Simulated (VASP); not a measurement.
# WSe2 in VASP: settings compared

Aim: see how the results for WSe2 move with the level of theory and the settings. Levels: PBE, PBE+D3(BJ). Tasks: relaxation of cell and atoms.

Program: VASP 6.6.1. These are calculated values, not measurements. Logs are shortened: lines on timing, memory, paths and dates and some standing lists are left out, and cuts for length are marked.

## (1) Starting point

The cell holds a slab with vacuum, 3 atoms: a = 3.290 Å, b = 3.290 Å, c = 21.346 Å, α = 90.00°, β = 90.00°, γ = 120.00°.

## (2) Relaxation of cell and atoms, PBE

Contents of INCAR:

```
SYSTEM = WSe2
PREC = Accurate ; ENCUT = 600
EDIFF = 1E-6 ; ISMEAR = 0
SIGMA = 0.03 ; LREAL = .FALSE.
LASPH = .TRUE. ; NELM = 80
ALGO = Normal ; ISIF = 3
LWAVE = .FALSE. ; LCHARG = .FALSE.
GGA = PE ; IBRION = 2
NSW = 90 ; EDIFFG = -0.01
LATTICE_CONSTRAINTS = .TRUE. .TRUE. .FALSE.
```

Contents of KPOINTS:

```
Automatic mesh
0
G
  12 12 1
  0 0 0
```

Contents of POSCAR:

```
WSe2
1.0
    3.2900000000      0.0000000000      0.0000000000
   -1.6450000000      2.8492235800      0.0000000000
    0.0000000000      0.0000000000     21.3462600000
Se W
2 1
Direct
    0.3333333300      0.6666666700      0.4216195200
    0.3333333300      0.6666666700      0.5783804800
    0.6666666700      0.3333333300      0.5000000000
```

Potentials or basis: VASP PAW PBE potentials, release 64 (Se, W_sv).

Launch:

```console
$ cat potpaw_PBE.64/Se/POTCAR potpaw_PBE.64/W_sv/POTCAR > POTCAR
$ mpirun -np 1 vasp_std > vasp.out
```

OUTCAR:

```text
SYSTEM = WSe2
   PREC = Accurate
   ENCUT = 600
   EDIFF = 1E-6
   ISMEAR = 0
   LREAL = .FALSE.
   LASPH = .TRUE.
   NELM = 80
   ISIF = 3
   GGA = PE
   IBRION = 2
   NSW = 90
   EDIFFG = -0.01

 ion  position               nearest neighbor table
   1  0.333  0.667  0.422-   3 2.53   3 2.53   3 2.53
   2  0.333  0.667  0.578-   3 2.53   3 2.53   3 2.53
   3  0.667  0.333  0.500-   1 2.53   2 2.53   1 2.53   2 2.53   1 2.53   2 2.53

  LATTYP: Found a hexagonal cell.
 ALAT       =     3.2900000000
 C/A-ratio  =     6.4882249240

  Lattice vectors:

 A1 = (   3.2900000000,   0.0000000000,   0.0000000000)
 A2 = (  -1.6450000000,   2.8492235800,   0.0000000000)
 A3 = (   0.0000000000,   0.0000000000,  21.3462600000)

Analysis of symmetry for initial positions (statically):
=====================================================================
 Subroutine PRICEL returns:
 Original cell was already a primitive cell.

 Routine SETGRP: Setting up the symmetry group for a
 hexagonal supercell.

 Subroutine GETGRP returns: Found 12 space group operations
 (whereof 12 operations were pure point group operations)
 out of a pool of 24 trial point group operations.

The static configuration has the point symmetry D_3h.

Analysis of symmetry for dynamics (positions and initial velocities):
=====================================================================
 Subroutine PRICEL returns:
 Original cell was already a primitive cell.

 Routine SETGRP: Setting up the symmetry group for a
 hexagonal supercell.

 Subroutine GETGRP returns: Found 12 space group operations
 (whereof 12 operations were pure point group operations)
 out of a pool of 24 trial point group operations.

The dynamic configuration has the point symmetry D_3h.

 Subroutine INISYM returns: Found 12 space group operations
 (whereof 12 operations are pure point group operations),
 and found     1 'primitive' translations

----------------------------------------------------------------------------------------

                                     Primitive cell

  volume of cell :     200.0987

  direct lattice vectors                    reciprocal lattice vectors
     3.290000000  0.000000000  0.000000000     0.303951368  0.175486404  0.000000000
    -1.645000000  2.849223580  0.000000000     0.000000000  0.350972808  0.000000000
     0.000000000  0.000000000 21.346260000     0.000000000  0.000000000  0.046846614

  length of vectors
     3.290000000  3.290000001 21.346260000     0.350972808  0.350972808  0.046846614

  position of ions in fractional coordinates (direct lattice)
     0.333333330  0.666666670  0.421619520
     0.333333330  0.666666670  0.578380480
     0.666666670  0.333333330  0.500000000

  ion indices of the primitive-cell ions
   primitive index   ion index
                 1           1
                 2           2
                 3           3

----------------------------------------------------------------------------------------

 KPOINTS: Automatic mesh

Automatic generation of k-mesh.
 Grid dimensions read from file:
 generate k-points for:   12   12    1

 Generating k-lattice:

  Cartesian coordinates                     Fractional coordinates (reciprocal lattice)
     0.025329281  0.014623867  0.000000000     0.083333333  0.000000000  0.000000000
     0.000000000  0.029247734  0.000000000     0.000000000  0.083333333  0.000000000
     0.000000000  0.000000000  0.046846614     0.000000000  0.000000000  1.000000000

  Length of vectors
     0.029247734  0.029247734  0.046846614

  Shift w.r.t. Gamma in fractional coordinates (k-lattice)
     0.000000000  0.000000000  0.000000000

 Subroutine IBZKPT returns following result:
 ===========================================

 Found     19 irreducible k-points:

 Following reciprocal coordinates:
            Coordinates               Weight
  0.000000  0.000000  0.000000      1.000000
  0.083333  0.000000  0.000000      6.000000
  0.166667  0.000000  0.000000      6.000000
  0.250000  0.000000  0.000000      6.000000
  0.333333  0.000000  0.000000      6.000000
  0.416667 -0.000000  0.000000      6.000000
[... 11 lines left out ...]
  0.333333  0.250000  0.000000     12.000000
  0.333333  0.333333  0.000000      2.000000
   k-points           NKPTS =     19   k-points in BZ     NKDIM =     19   number of bands    NBANDS=     17
   number of dos      NEDOS =    301   number of ions     NIONS =      3
   total plane-waves  NPLWV = 141120
   dimension x,y,z NGX =    28 NGY =   28 NGZ =  180
   dimension x,y,z NGXF=    56 NGYF=   56 NGZF=  360
   ions per type =               2   1
   NGX,Y,Z   is equivalent  to a cutoff of  14.15, 14.15, 14.02 a.u.
   NGXF,Y,Z  is equivalent  to a cutoff of  28.30, 28.30, 28.04 a.u.
 SYSTEM =  WSe2
   PREC   = accura    normal or accurate (medium, high low for compatibility)
   ISTART =      0    job   : 0-new  1-cont  2-samecut
   ICHARG =      2    charge: 1-file 2-atom 10-const
[... 63 lines left out ...]
  --------------------------------------------------------------------------------------
  -------------------------------------------------------------------------------------
  Total        1.2524313      1.2524313      1.1091895      0.0000000      0.0000000      0.0000000
  in kB       10.0281370     10.0281370      8.8812092      0.0000000      0.0000000      0.0000000
  external PRESSURE =       9.6458277 kB  Pullay stress =       0.0000000 kB

 VOLUME and BASIS-vectors are now :
 -----------------------------------------------------------------------------
  energy-cutoff  :      600.00
  volume of cell :      200.10
      direct lattice vectors                 reciprocal lattice vectors
     3.290000000  0.000000000  0.000000000     0.303951368  0.175486404  0.000000000
    -1.645000000  2.849223580  0.000000000     0.000000000  0.350972808  0.000000000
     0.000000000  0.000000000 21.346260000     0.000000000  0.000000000  0.046846614

 POSITION                                       TOTAL-FORCE (eV/Angst)
 -----------------------------------------------------------------------------------
     -0.00000      1.89948      9.00000        -0.000000      0.000000     -0.333452
     -0.00000      1.89948     12.34626        -0.000000     -0.000000      0.333452
      1.64500      0.94974     10.67313         0.000000      0.000000     -0.000000
 -----------------------------------------------------------------------------------
    total drift:                               -0.000008      0.000004      0.000000

  FREE ENERGIE OF THE ION-ELECTRON SYSTEM (eV)
  ---------------------------------------------------
  free  energy   TOTEN  =       -21.6094299303 eV
[... 17 lines left out ...]
 VOLUME and BASIS-vectors are now :
 -----------------------------------------------------------------------------
  energy-cutoff  :      600.00
  volume of cell :      208.24
      direct lattice vectors                 reciprocal lattice vectors
     3.356261267  0.000000000  0.000000000     0.297950583  0.172021849  0.000000000
    -1.678130633  2.906607520  0.000000000     0.000000000  0.344043698  0.000000000
     0.000000000  0.000000000 21.346260000     0.000000000  0.000000000  0.046846614

 POSITION                                       TOTAL-FORCE (eV/Angst)
 -----------------------------------------------------------------------------------
     -0.00000      1.93774      8.98391        -0.000000      0.000000      0.353130
     -0.00000      1.93774     12.36235        -0.000000      0.000000     -0.353130
      1.67813      0.96887     10.67313         0.000000     -0.000000      0.000000
 -----------------------------------------------------------------------------------
    total drift:                               -0.000008      0.000005      0.000000

  FREE ENERGIE OF THE ION-ELECTRON SYSTEM (eV)
  ---------------------------------------------------
  free  energy   TOTEN  =       -21.6071819621 eV

  energy  without entropy=      -21.6071819621  energy(sigma->0) =      -21.60718196

--------------------------------------- Ionic step        3  -------------------------------------------

 number of electron      26.0000000 magnetization

 Free energy of the ion-electron system (eV)
  ---------------------------------------------------
  ext. energy  EPLUGINS =         0.00000000
  ---------------------------------------------------
  free energy    TOTEN  =       -21.62372367 eV

  energy without entropy =      -21.62372367  energy(sigma->0) =      -21.62372367

 E-fermi :  -1.6306     XC(G=0):  -3.7524

 val. band max:       -1.7963974055   @ k =   0.3333   0.3333   0.0000
 cond. band min:      -0.2482825692   @ k =   0.3333   0.3333   0.0000
 fundamental gap:      1.5481148363
 Fermi energy:        -1.6306311940

 k-point     1 :       0.0000    0.0000    0.0000
  band No.  band energies     occupation
      1     -75.8846      2.00000
      2     -40.1018      2.00000
      3     -40.0001      2.00000
      4     -40.0001      2.00000
      5     -16.4743      2.00000
      6     -15.2485      2.00000
[... 9 lines left out ...]
     16       1.2583      0.00000
     17       1.2583      0.00000

 k-point     2 :       0.0833    0.0000    0.0000
  band No.  band energies     occupation
      1     -75.8840      2.00000
      2     -40.0992      2.00000
      3     -40.0142      2.00000
      4     -40.0034      2.00000
      5     -16.3739      2.00000
      6     -15.1979      2.00000
[... 9 lines left out ...]
     16       1.1277      0.00000
     17       1.2713      0.00000
[... 351 lines left out ...]
 VOLUME and BASIS-vectors are now :
 -----------------------------------------------------------------------------
  energy-cutoff  :      600.00
  volume of cell :      203.96
      direct lattice vectors                 reciprocal lattice vectors
     3.321563936  0.000000000  0.000000000     0.301062999  0.173818803  0.000000000
    -1.660781968  2.876558750  0.000000000     0.000000000  0.347637607  0.000000000
     0.000000000  0.000000000 21.346260000     0.000000000  0.000000000  0.046846614

 POSITION                                       TOTAL-FORCE (eV/Angst)
 -----------------------------------------------------------------------------------
     -0.00000      1.91771      8.99234        -0.000000     -0.000000      0.007086
     -0.00000      1.91771     12.35392        -0.000000      0.000000     -0.007086
      1.66078      0.95885     10.67313         0.000000      0.000000      0.000000
 -----------------------------------------------------------------------------------
    total drift:                               -0.000008      0.000005      0.000000

  FREE ENERGIE OF THE ION-ELECTRON SYSTEM (eV)
  ---------------------------------------------------
  free  energy   TOTEN  =       -21.6237236683 eV

  energy  without entropy=      -21.6237236683  energy(sigma->0) =      -21.62372367

 reached required accuracy - stopping structural energy minimisation
```

Run time: 2.4 min. Hardware: 1 thread of AMD EPYC 9R45 (Zen 5), shared host; peak memory 0.42 GiB.

What came out:

```yaml
Free_energy: -21.6237 eV
Relaxed_volume: 67.99 Å³/atom
Relaxed_cell: a = 3.322 Å, b = 3.322 Å, c = 21.346 Å, α = 90.00°, β = 90.00°, γ = 120.00°
Space_group_after_relaxing_to_0.05_Å: P-6m2 (No. 187)
Energy_gained_by_relaxing: 4.8 meV/atom
Ionic_steps: 3
Largest_force_after_relaxing: 0.007 eV/Å
Band_gap_on_the_k_mesh: 1.55 eV, direct
```

Forces in eV/Å, atoms in the order of the input:
```
Se   0.000  0.000  0.007
Se   0.000  0.000 -0.007
W    0.000  0.000  0.000
```

The path:
| step | energy change (eV) | largest force (eV/Å) | pressure (GPa) | volume (Å³) |
| --- | --- | --- | --- | --- |
| 1 | 0.0000 | 0.3335 | 0.96 | 200.10 |
| 2 | 0.0022 | 0.3531 | -0.96 | 208.24 |
| 3 | -0.0143 | 0.0071 | 0.00 | 203.96 |

Final structure:
```cif
data_structure
_symmetry_space_group_name_H-M 'P 1'
_symmetry_Int_Tables_number 1
_cell_length_a 3.3216
_cell_length_b 3.3216
_cell_length_c 21.3463
_cell_angle_alpha 90.000
_cell_angle_beta 90.000
_cell_angle_gamma 120.000
_cell_volume 203.96
loop_
_atom_site_label
_atom_site_type_symbol
_atom_site_fract_x
_atom_site_fract_y
_atom_site_fract_z
_atom_site_occupancy
Se1 Se 0.33333 0.66667 0.42126 1
Se2 Se 0.33333 0.66667 0.57874 1
W1 W 0.66667 0.33333 0.50000 1
```

Levels at points of the mesh, in eV from the valence-band top:
```
           k point  band 9  band 10  band 11  band 12  band 13  band 14  band 15  band 16  band 17
(0.00, 0.00, 0.00)   -2.33    -2.15    -1.23    -1.23    -0.32     2.89     2.89     3.05     3.05
(0.50, 0.00, 0.00)   -4.13    -2.96    -2.12    -0.98    -0.94     2.34     2.71     3.67     4.33
```

Caveat: spin-orbit coupling is left out, which moves the levels of the heavy elements. Zero-point motion and thermal expansion aren't in these numbers.

## (3) Relaxation of cell and atoms, PBE

This run uses another cell than the first one, of 67.99 Å³/atom, 1.019 times its volume.

Contents of INCAR:

```
SYSTEM = WSe2
PREC = Accurate ; ENCUT = 600
EDIFF = 1E-7 ; ISMEAR = 0
SIGMA = 0.03 ; LREAL = .FALSE.
LASPH = .TRUE. ; NELM = 80
ALGO = Normal ; ISIF = 3
LWAVE = .FALSE. ; LCHARG = .FALSE.
GGA = PE ; IBRION = 2
NSW = 90 ; EDIFFG = -0.005
LATTICE_CONSTRAINTS = .TRUE. .TRUE. .FALSE.
```

KPOINTS is that of step 2.

Contents of POSCAR:

```
WSe2                                    
1.0
    3.3215639358      0.0000000000      0.0000000000
   -1.6607819679      2.8765587503      0.0000000000
    0.0000000000      0.0000000000     21.3462600000
  Se              W             
     2     1
Direct
     0.3333333300000021    0.6666666699999979    0.4212605370609529
     0.3333333300000021    0.6666666699999979    0.5787394629390471
     0.6666666699999979    0.3333333300000021    0.5000000000000000
```

Potentials or basis: VASP PAW PBE potentials, release 64 (Se, W_sv).

Launch:

```console
$ cat potpaw_PBE.64/Se/POTCAR potpaw_PBE.64/W_sv/POTCAR > POTCAR
$ mpirun -np 1 vasp_std > vasp.out
```

It took 99 s on 1 thread of AMD EPYC 9R45 (Zen 5), shared host; peak memory 0.39 GiB.

It converged, with:

```yaml
Free_energy: -21.6238 eV
Energy_gained_by_relaxing: 0.0 meV/atom
Ionic_steps: 2
Band_gap_on_the_k_mesh: 1.55 eV, direct
```

Forces in eV/Å, atoms in the order of the input:
```
Se   0.000  0.000  0.002
Se   0.000  0.000 -0.002
W    0.000  0.000  0.000
```

Final structure:
```cif
data_structure
_symmetry_space_group_name_H-M 'P 1'
_symmetry_Int_Tables_number 1
_cell_length_a 3.3217
_cell_length_b 3.3217
_cell_length_c 21.3463
_cell_angle_alpha 90.000
_cell_angle_beta 90.000
_cell_angle_gamma 120.000
_cell_volume 203.97
loop_
_atom_site_label
_atom_site_type_symbol
_atom_site_fract_x
_atom_site_fract_y
_atom_site_fract_z
_atom_site_occupancy
Se1 Se 0.33333 0.66667 0.42128 1
Se2 Se 0.33333 0.66667 0.57872 1
W1 W 0.66667 0.33333 0.50000 1
```

Levels at points of the mesh, in eV from the valence-band top:
```
           k point  band 10  band 11  band 12  band 13  band 14  band 15  band 16  band 17
(0.00, 0.00, 0.00)    -2.15    -1.23    -1.23    -0.32     2.89     2.89     3.06     3.06
(0.50, 0.00, 0.00)    -2.96    -2.12    -0.98    -0.95     2.34     2.71     3.67     4.33
```

Caveat: spin-orbit coupling is left out, which moves the levels of the heavy elements. As with any semilocal functional, this PBE gap is likely too small.

## (4) Relaxation of cell and atoms, PBE+D3(BJ)

Contents of INCAR:

```
PREC = Accurate
ENCUT = 600
EDIFF = 1E-6
ISMEAR = 0
SIGMA = 0.03
LREAL = F
LASPH = T
NELM = 80
ALGO = Normal
ISIF = 3
LWAVE = F
LCHARG = F
GGA = PE
IVDW = 12
IBRION = 2
NSW = 90
EDIFFG = -0.01
LATTICE_CONSTRAINTS = .TRUE. .TRUE. .FALSE.
KPAR = 4
```

Contents of KPOINTS:

```
regular mesh
0
Gamma
  12 12 1
```

Contents of POSCAR:

```
WSe2
1.0
    3.2900000000      0.0000000000      0.0000000000
   -1.6450000000      2.8492235800      0.0000000000
    0.0000000000      0.0000000000     21.3462600000
Se W
2 1
Direct
    0.3333333300      0.6666666700      0.4216195200
    0.3333333300      0.6666666700      0.5783804800
    0.6666666700      0.3333333300      0.5000000000
```

Launch:

```console
$ cat potpaw_PBE.64/Se/POTCAR potpaw_PBE.64/W_sv/POTCAR > POTCAR
$ mpirun -np 4 vasp_std > vasp.out
```

It took 64 s on 4 MPI ranks of AMD EPYC 9R45 (Zen 5), shared host; peak memory 0.43 GiB.

Results (log left out):

```
Free energy                            : -22.6247 eV
Relaxed volume                         : 66.59 Å³/atom
Relaxed cell                           : a = 3.287 Å, b = 3.287 Å, c = 21.346 Å, α = 90.00°, β = 90.00°, γ = 120.00°
Space group after relaxing (to 0.05 Å) : P-6m2 (No. 187)
Energy gained by relaxing              : 0.9 meV/atom
Ionic steps                            : 5
Largest force after relaxing           : 0.003 eV/Å
Band gap on the k mesh                 : 1.65 eV, indirect (least direct gap 1.67 eV)
Dispersion energy per atom             : -0.337 eV
```

Forces in eV/Å, atoms in the order of the input:
```
Se   0.000  0.000 -0.003
Se   0.000  0.000  0.003
W    0.000  0.000  0.000
```

Step by step:
```
step  energy change (eV)  largest force (eV/Å)  pressure (GPa)  volume (Å³)
   1              0.0000                0.2215            0.30       200.10
   2             -0.0013                0.0373           -0.25       201.41
   3             -0.0019                0.0564           -0.05       200.93
   4             -0.0027                0.0188           -0.01       200.11
   5             -0.0028                0.0033            0.00       199.76
```

Final structure:
```
Se W
1.0
     3.28725    0.00000    0.00000
    -1.64363    2.84684    0.00000
     0.00000    0.00000   21.34626
Se W
2 1
Cartesian
  0.0000 1.8979 8.9866
  0.0000 1.8979 12.3597
  1.6436 0.9489 10.6731
```

Levels at points of the mesh, in eV from the valence-band top:
```tsv
k point	band 11	band 12	band 13	band 14	band 15	band 16
(0.00, 0.00, 0.00)	-1.16	-1.16	-0.43	2.98	2.98	3.14
(0.50, 0.00, 0.00)	-2.21	-1.02	-0.87	2.47	2.79	3.71
```

Caveat: spin-orbit coupling is left out, which moves the levels of the heavy elements.

## (5) Relaxation of cell and atoms, PBE+D3(BJ)

Changes to INCAR since step 4:

```diff
@@ -2,3 +2,3 @@
 ENCUT = 600
-EDIFF = 1E-6
+EDIFF = 1E-7
 ISMEAR = 0
@@ -16,3 +16,3 @@
 NSW = 90
-EDIFFG = -0.01
+EDIFFG = -0.005
 LATTICE_CONSTRAINTS = .TRUE. .TRUE. .FALSE.
```

KPOINTS is that of step 4.

Contents of POSCAR:

```
WSe2                                    
1.0
    3.2872502754      0.0000000000      0.0000000000
   -1.6436251377      2.8468422486      0.0000000000
    0.0000000000      0.0000000000     21.3462600000
  Se              W             
     2     1
Direct
     0.3333333300000021    0.6666666699999979    0.4209905797921190
     0.3333333300000021    0.6666666699999979    0.5790094202078810
     0.6666666699999979    0.3333333300000021    0.5000000000000000
```

Launch:

```console
$ cat potpaw_PBE.64/Se/POTCAR potpaw_PBE.64/W_sv/POTCAR > POTCAR
$ mpirun -np 4 vasp_std > vasp.out
```

It took 33 s on 4 MPI ranks of AMD EPYC 9R45 (Zen 5), shared host; peak memory 0.42 GiB.

Results (log left out):

```
Free energy                : -22.6247 eV
Band gap on the k mesh     : 1.65 eV, indirect (least direct gap 1.67 eV)
Dispersion energy per atom : -0.337 eV
```

Forces in eV/Å, atoms in the order of the input:
```
Se   0.000  0.000 -0.003
Se   0.000  0.000  0.003
W    0.000  0.000  0.000
```

Final structure:
```
Se W
1.0
     3.28725    0.00000    0.00000
    -1.64363    2.84684    0.00000
     0.00000    0.00000   21.34626
Se W
2 1
Cartesian
  0.0000 1.8979 8.9866
  0.0000 1.8979 12.3597
  1.6436 0.9489 10.6731
```

Levels at points of the mesh, in eV from the valence-band top:
```tsv
k point	band 10	band 11	band 12	band 13	band 14	band 15	band 16	band 17
(0.00, 0.00, 0.00)	-2.26	-1.16	-1.16	-0.43	2.98	2.98	3.14	3.14
(0.50, 0.00, 0.00)	-2.95	-2.21	-1.02	-0.87	2.47	2.79	3.71	4.41
```

Caveat: the relaxation stopped at its first step, so nothing moved; spin-orbit coupling is left out, which moves the levels of the heavy elements.
